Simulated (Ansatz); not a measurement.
**Br: pressure up to the limit of the methods**

The task here is to estimate one member of a computed series from the others.

Program: Ansatz 0.2.0. Level of theory: DFT PBE, with the methods named in each step. These are calculated values, not measurements.

### The system as given

Symmetry: P6/mmm, No. 191, hexagonal system. Conventional cell: a = 3.255 Å, b = 3.255 Å, c = 3.060 Å, α = 90.00°, β = 90.00°, γ = 120.00°. Br (site symmetry 6/mmm) is surrounded by 8 Br at 3.06 to 3.26 Å.

Coordinates:

```cif
data_structure
_symmetry_space_group_name_H-M 'P6/mmm'
_symmetry_Int_Tables_number 191
_cell_length_a 3.2552
_cell_length_b 3.2552
_cell_length_c 3.0599
_cell_angle_alpha 90.000
_cell_angle_beta 90.000
_cell_angle_gamma 120.000
_cell_volume 28.08
loop_
_atom_site_label
_atom_site_type_symbol
_atom_site_symmetry_multiplicity
_atom_site_Wyckoff_symbol
_atom_site_fract_x
_atom_site_fract_y
_atom_site_fract_z
_atom_site_occupancy
Br1 Br 1 a 0.00000 0.00000 0.00000 1
```

The file gives the conventional cell by its symmetry; the runs use the cell typed in the input.

Whether this phase is the stable one at these pressures isn't tested.

Set-up of the first run:

File input.yaml:

```yaml
crystal:
  lattice:
    - [3.2552139605, 0.0, 0.0]
    - [-1.6276069802, 2.8190979845, 0.0]
    - [0.0, 0.0, 3.0599011228]
  atoms:
    - { symbol: Br, position: [0.0, 0.0, 0.0] }
kpoints:
  mp_grid: { grid: [15, 15, 14] }
scf:
  occupations: { method: fermi_dirac, width: 0.1 }
hamiltonian:
  xc: pbe
  pseudopotentials: { kind: paw }
output:
  forces: true
  stress: true
  write_density: true
  write_potential: true
  elf: true
  volumetric_format: npy
relax:
  f_tol: 0.005
  max_steps: 40
  cell: {}
```

Launch:

```bash
> ansatz run input.yaml --threads 1 --pin off --max-ram 2048MiB --backend cpu --events-out ev --progress --plain --runs-dir out
```

Among the steps run: Cell relaxed at zero pressure, PAW; Volume scaled by 1, PAW; Shape and atoms relaxed at 0.9 of the volume, PAW; Volume scaled by 0.9, PAW; Shape and atoms relaxed at 0.8 of the volume, PAW; Volume scaled by 0.8, PAW; Shape and atoms relaxed at 0.7 of the volume, PAW; Volume scaled by 0.7, PAW; Shape and atoms relaxed at 0.6 of the volume, PAW; Volume scaled by 0.6, PAW; Shape and atoms relaxed at 0.5 of the volume, PAW; Volume scaled by 0.5, PAW; Shape and atoms relaxed at 0.4 of the volume, PAW; Volume scaled by 0.4, PAW; Volume scaled by 0.4, PAW (core large).

One of the session's tables, all rows but one given; the rest of the session is left out.

 The rows PAW, 0.4 and PAW (core large), 0.4 agree to the last digit and may rest on the same set-up.

| method | volume over the first | volume (Å³/atom) | pressure (GPa) |
| --- | --- | --- | --- |
| PAW | 1 | ? | ? |
| PAW | 0.9 | 32.120 | 0.86 |
| PAW | 0.8 | 28.551 | 3.10 |
| PAW | 0.7 | 24.982 | 8.38 |
| PAW | 0.6 | 21.413 | 20.44 |
| PAW | 0.5 | 17.844 | 46.97 |
| PAW | 0.4 | 14.275 | 112.62 |
| PAW (core large) | 0.4 | 14.275 | 112.62 |

Q: Estimate the row for PAW, 1 from the others.

**Answer.** volume (Å³/atom): 35.688; pressure (GPa): 0.01. In the column «volume (Å³/atom)» it is the highest.

To keep in mind: Warnings in the runs' records: datasets by core.
